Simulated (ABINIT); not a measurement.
# BAs (F-43m) in ABINIT: equation of state with r2SCAN

Aim: the equation of state of BAs with r2SCAN.

All numbers are computed with ABINIT 10.8.3 (patched build); they aren't measurements. Logs are shortened: lines on timing, memory, paths and dates and some standing lists are left out, and cuts for length are marked. The log counts tension as positive stress, the text compression.

**The experiment to reproduce.**

From “Basic Physical Properties of Cubic Boron Arsenide”, 2019, arxiv:1911.11281, for a bulk crystal of BAs: bulk modulus 148 GPa.

The results are compared with them further down.

**1. The crystal as given**

It takes space group F-43m (No. 216, cubic). The conventional cell has a = 4.777 Å, b = 4.777 Å, c = 4.777 Å, α = 90.00°, β = 90.00°, γ = 90.00°. Around As (site symmetry -43m) lie 4 B at 2.07 Å. B (site symmetry -43m) is surrounded by 4 As at 2.07 Å.

**2. Equation of state, r2SCAN**

Contents of run.abi:

```
# Datasets: one volume each
ndtset 7
getwfk -1
scalecart1 3*0.9795861087
scalecart2 3*0.9864848297
scalecart3 3*0.9932883884
scalecart4 3*1.0000000000
scalecart5 3*1.0066227096
scalecart6 3*1.0131594038
scalecart7 3*1.0196128224

# Pseudopotentials
pp_dirpath "./"
pseudos "As.GGA_PBE-JTH.xml, B.GGA_PBE-JTH.xml"

# Structure
acell 6.3832096775 6.3832096775 6.3832096775
rprim
     0.0000000000     0.7071067812     0.7071067812
     0.7071067812     0.0000000000     0.7071067812
     0.7071067812     0.7071067812     0.0000000000
ntypat 2
znucl 33 5
natom 2
typat 1 2
xred
     0.7500000000     0.7500000000     0.7500000000
     0.0000000000     0.0000000000     0.0000000000

# Plane-wave basis
ecut 18.0
pawecutdg 36.0

# k points
kptopt 1
ngkpt 10 10 10
nshiftk 1
shiftk 0.0 0.0 0.0

# Exchange and correlation
ixc -497498
usekden 1
pawxcdev 0

# Bands and occupations
nband 13
occopt 3
tsmear 0.05 eV

# SCF cycle
nstep 100
tolvrs 1.0e-7

# Output
iomode 3
prtwf 1
prtden 0
prteig 0
prtebands 0
enunit 1
```

Potentials or basis: JTH PAW PBE v2.0.

The run is started by

```console
abinit run.abi > log 2>&1
```

run.abo:

```text
.Version 10.8.3 of ABINIT
 DATASET    1 : space group F-4 3 m (#216); Bravais cF (face-center cubic)
================================================================================
 Values of the parameters that define the memory need for DATASET  1.
     intxc =       0    ionmov =       0      iscf =      17    lmnmax =      18
     lnmax =       6     mgfft =      24  mpssoang =       3    mqgrid =    3001
     natom =       2  nloc_mem =       2    nspden =       1   nspinor =       1
    nsppol =       1      nsym =      24    n1xccc =       1    ntypat =       2
    occopt =       3   xclevel =       2
       mpw =         642          nfft =       13824          nkpt =          47
 PAW method is used; the additional fine FFT grid is defined by:
   mgfftf=        36    nfftf =     46656
================================================================================
================================================================================
[... 71 lines left out ...]
 DATASET    7 : space group F-4 3 m (#216); Bravais cF (face-center cubic)
================================================================================
 Values of the parameters that define the memory need for DATASET  7.
     intxc =       0    ionmov =       0      iscf =      17    lmnmax =      18
     lnmax =       6     mgfft =      27  mpssoang =       3    mqgrid =    3001
     natom =       2  nloc_mem =       2    nspden =       1   nspinor =       1
    nsppol =       1      nsym =      24    n1xccc =       1    ntypat =       2
    occopt =       3   xclevel =       2
       mpw =         728          nfft =       19683          nkpt =          47
 PAW method is used; the additional fine FFT grid is defined by:
   mgfftf=        36    nfftf =     46656
================================================================================
================================================================================

--------------------------------------------------------------------------------
------------- Echo of variables that govern the present computation ------------
--------------------------------------------------------------------------------
 -outvars: echo values of preprocessed input variables --------
            acell      6.3832096775E+00  6.3832096775E+00  6.3832096775E+00 Bohr
              amu      7.49215900E+01  1.08110000E+01
             ecut      1.80000000E+01 Hartree
           enunit           1
           getwfk          -1
              ixc     -497498
           jdtset        1    2    3    4    5    6    7
         kptrlatt       10    0    0      0   10    0      0    0   10
          kptrlen1     6.25290353E+01
          kptrlen2     6.29693951E+01
          kptrlen3     6.34036805E+01
          kptrlen4     6.38320968E+01
          kptrlen5     6.42548382E+01
          kptrlen6     6.46720891E+01
          kptrlen7     6.50840244E+01
            natom           2
            nband          13
           ndtset           7
            ngfft1         24      24      24
            ngfft2         27      27      27
            ngfft3         27      27      27
            ngfft4         27      27      27
            ngfft5         27      27      27
            ngfft6         27      27      27
            ngfft7         27      27      27
          ngfftdg          36      36      36
             nkpt          47
            nstep         100
             nsym          24
           ntypat           2
           occopt           3
        pawecutdg      3.60000000E+01 Hartree
         pawxcdev           0
           prtden           0
        prtebands           0
           prteig           0
          prtkden           1
            rprim1     0.0000000000E+00  6.9267198023E-01  6.9267198023E-01
                       6.9267198023E-01  0.0000000000E+00  6.9267198023E-01
                       6.9267198023E-01  6.9267198023E-01  0.0000000000E+00
            rprim2     0.0000000000E+00  6.9755011263E-01  6.9755011263E-01
                       6.9755011263E-01  0.0000000000E+00  6.9755011263E-01
                       6.9755011263E-01  6.9755011263E-01  0.0000000000E+00
            rprim3     0.0000000000E+00  7.0236095512E-01  7.0236095512E-01
                       7.0236095512E-01  0.0000000000E+00  7.0236095512E-01
                       7.0236095512E-01  7.0236095512E-01  0.0000000000E+00
            rprim4     0.0000000000E+00  7.0710678120E-01  7.0710678120E-01
                       7.0710678120E-01  0.0000000000E+00  7.0710678120E-01
                       7.0710678120E-01  7.0710678120E-01  0.0000000000E+00
            rprim5     0.0000000000E+00  7.1178974407E-01  7.1178974407E-01
                       7.1178974407E-01  0.0000000000E+00  7.1178974407E-01
                       7.1178974407E-01  7.1178974407E-01  0.0000000000E+00
            rprim6     0.0000000000E+00  7.1641188486E-01  7.1641188486E-01
                       7.1641188486E-01  0.0000000000E+00  7.1641188486E-01
                       7.1641188486E-01  7.1641188486E-01  0.0000000000E+00
            rprim7     0.0000000000E+00  7.2097514092E-01  7.2097514092E-01
                       7.2097514092E-01  0.0000000000E+00  7.2097514092E-01
                       7.2097514092E-01  7.2097514092E-01  0.0000000000E+00
          spgroup         216
           tolvrs      1.00000000E-07
           tsmear      1.83746611E-03 Hartree
            typat      1  2
          usekden           1
           useylm           1
           xangst1     3.5096121287E+00  3.5096121287E+00  3.5096121287E+00
                       0.0000000000E+00  0.0000000000E+00  0.0000000000E+00
           xangst2     3.5343285213E+00  3.5343285213E+00  3.5343285213E+00
                       0.0000000000E+00  0.0000000000E+00  0.0000000000E+00
           xangst3     3.5587039712E+00  3.5587039712E+00  3.5587039712E+00
                       0.0000000000E+00  0.0000000000E+00  0.0000000000E+00
           xangst4     3.5827499977E+00  3.5827499977E+00  3.5827499977E+00
                       0.0000000000E+00  0.0000000000E+00  0.0000000000E+00
           xangst5     3.6064775105E+00  3.6064775105E+00  3.6064775105E+00
                       0.0000000000E+00  0.0000000000E+00  0.0000000000E+00
           xangst6     3.6298968516E+00  3.6298968516E+00  3.6298968516E+00
                       0.0000000000E+00  0.0000000000E+00  0.0000000000E+00
           xangst7     3.6530178371E+00  3.6530178371E+00  3.6530178371E+00
                       0.0000000000E+00  0.0000000000E+00  0.0000000000E+00
            xcart1     6.6322057313E+00  6.6322057313E+00  6.6322057313E+00
                       0.0000000000E+00  0.0000000000E+00  0.0000000000E+00
            xcart2     6.6789129442E+00  6.6789129442E+00  6.6789129442E+00
                       0.0000000000E+00  0.0000000000E+00  0.0000000000E+00
            xcart3     6.7249758688E+00  6.7249758688E+00  6.7249758688E+00
                       0.0000000000E+00  0.0000000000E+00  0.0000000000E+00
            xcart4     6.7704162732E+00  6.7704162732E+00  6.7704162732E+00
                       0.0000000000E+00  0.0000000000E+00  0.0000000000E+00
            xcart5     6.8152547740E+00  6.8152547740E+00  6.8152547740E+00
                       0.0000000000E+00  0.0000000000E+00  0.0000000000E+00
            xcart6     6.8595109148E+00  6.8595109148E+00  6.8595109148E+00
                       0.0000000000E+00  0.0000000000E+00  0.0000000000E+00
            xcart7     6.9032032451E+00  6.9032032451E+00  6.9032032451E+00
                       0.0000000000E+00  0.0000000000E+00  0.0000000000E+00
             xred      7.5000000000E-01  7.5000000000E-01  7.5000000000E-01
                       0.0000000000E+00  0.0000000000E+00  0.0000000000E+00
            znucl       33.00000    5.00000

================================================================================

 chkinp: Checking input parameters for consistency, jdtset=   1.

 chkinp: Checking input parameters for consistency, jdtset=   2.
[... 36 lines left out ...]
 getcut: wavevector=  0.0000  0.0000  0.0000  ngfft=  36  36  36
         ecut(hartree)=     36.000   => boxcut(ratio)=   2.13159

--- Pseudopotential description ------------------------------------------------
- pspini: atom type   1  psp file is ./As.GGA_PBE-JTH.xml
 Pseudopotential format is: paw10
 basis_size (lnmax)=  6 (lmn_size= 18), orbitals=   0   0   1   1   2   2
 Spheres core radius: rc_sph= 2.10391912
 Shapefunction is BESSEL type: shapef(r,l)=aa(1,l)*jl(q(1,l)*r)+aa(2,l)*jl(q(2,l)*r)
 Radius for shape functions =  1.70360438
 Compensation charge density is not taken into account in XC energy/potential

- pspini: atom type   2  psp file is ./B.GGA_PBE-JTH.xml
 Pseudopotential format is: paw10
 basis_size (lnmax)=  4 (lmn_size=  8), orbitals=   0   0   1   1
 Spheres core radius: rc_sph= 1.70616958
 Shapefunction is SIN type: shapef(r)=[sin(pi*r/rshp)/(pi*r/rshp)]**2
 Radius for shape functions =  1.40269776
 Compensation charge density is not taken into account in XC energy/potential

   4.97343271E+02                                ecore*ucvol(ha*bohr**3)
--------------------------------------------------------------------------------

================================================================================

--- !BeginCycle
iteration_state: {dtset: 1, }
solver: {iscf: 17, nstep: 100, nline: 4, wfoptalg: 10, }
tolerances: {tolvrs: 1.00E-07, }
...
[... 1238 lines left out ...]
-Cartesian components of stress tensor (GPa)         [Pressure= -6.7499E+00 GPa]
- sigma(1 1)=  6.74989434E+00  sigma(3 2)=  0.00000000E+00
- sigma(2 2)=  6.74989434E+00  sigma(3 1)=  0.00000000E+00
- sigma(3 3)=  6.74989434E+00  sigma(2 1)=  0.00000000E+00

== END DATASET(S) ==============================================================
================================================================================

 -outvars: echo values of variables after computation  --------
            acell      6.3832096775E+00  6.3832096775E+00  6.3832096775E+00 Bohr
           etotal1    -1.0911291557E+02
           etotal2    -1.0911403374E+02
           etotal3    -1.0911471511E+02
           etotal4    -1.0911499876E+02
           etotal5    -1.0911492376E+02
           etotal6    -1.0911452262E+02
           etotal7    -1.0911382726E+02
            fcart1     1.2179862925E-28 -3.6539588774E-28  1.2179862925E-28
                      -1.2179862925E-28  3.6539588774E-28 -1.2179862925E-28
            fcart2    -3.6284058814E-28 -3.6284058814E-28  1.0885217644E-27
                       3.6284058814E-28  3.6284058814E-28 -1.0885217644E-27
            fcart3     4.8047373416E-28  4.8047373416E-28 -1.4414212025E-27
                      -4.8047373416E-28 -4.8047373416E-28  1.4414212025E-27
            fcart4    -0.0000000000E+00 -0.0000000000E+00 -0.0000000000E+00
                      -0.0000000000E+00 -0.0000000000E+00 -0.0000000000E+00
            fcart5    -0.0000000000E+00 -0.0000000000E+00 -0.0000000000E+00
                      -0.0000000000E+00 -0.0000000000E+00 -0.0000000000E+00
[... 38 lines left out ...]
                       0.0000000000E+00  0.0000000000E+00  0.0000000000E+00
           xangst1     3.5096121287E+00  3.5096121287E+00  3.5096121287E+00
                       0.0000000000E+00  0.0000000000E+00  0.0000000000E+00
           xangst2     3.5343285213E+00  3.5343285213E+00  3.5343285213E+00
                       0.0000000000E+00  0.0000000000E+00  0.0000000000E+00
           xangst3     3.5587039712E+00  3.5587039712E+00  3.5587039712E+00
                       0.0000000000E+00  0.0000000000E+00  0.0000000000E+00
           xangst4     3.5827499977E+00  3.5827499977E+00  3.5827499977E+00
                       0.0000000000E+00  0.0000000000E+00  0.0000000000E+00
           xangst5     3.6064775105E+00  3.6064775105E+00  3.6064775105E+00
                       0.0000000000E+00  0.0000000000E+00  0.0000000000E+00
           xangst6     3.6298968516E+00  3.6298968516E+00  3.6298968516E+00
                       0.0000000000E+00  0.0000000000E+00  0.0000000000E+00
           xangst7     3.6530178371E+00  3.6530178371E+00  3.6530178371E+00
                       0.0000000000E+00  0.0000000000E+00  0.0000000000E+00
             xred      7.5000000000E-01  7.5000000000E-01  7.5000000000E-01
                       0.0000000000E+00  0.0000000000E+00  0.0000000000E+00
 Calculation completed.
```

It took 4.1 min on 1 thread of Arm Neoverse V2, shared host; peak memory 0.14 GiB.

What came out:

```yaml
Equilibrium_volume: 13.70 Å³/atom
Bulk_modulus: 140 GPa
Pressure_derivative_of_the_bulk_modulus: 4.0
```

Energy against volume, from the lowest point:
```tsv
volume (Å³/atom)	energy (meV/atom)
12.809	28.34
13.081	13.13
13.354	3.86
13.626	0.00
13.899	1.02
14.171	6.48
14.444	15.94
```

Caveat: pressures at fixed basis lie under the slope of the energies; the PAW data sets were made with another functional, which shifts forces and pressure a little.

**3. Against experiment**

Step 2. A measured bulk modulus of BAs is 148 GPa (quoted in “Basic Physical Properties of Cubic Boron Arsenide”, 2019, arxiv:1911.11281); the calculated 140 GPa misses it by -5.1 %. The fit is for a static lattice scaled at fixed shape and fixed fractional positions.
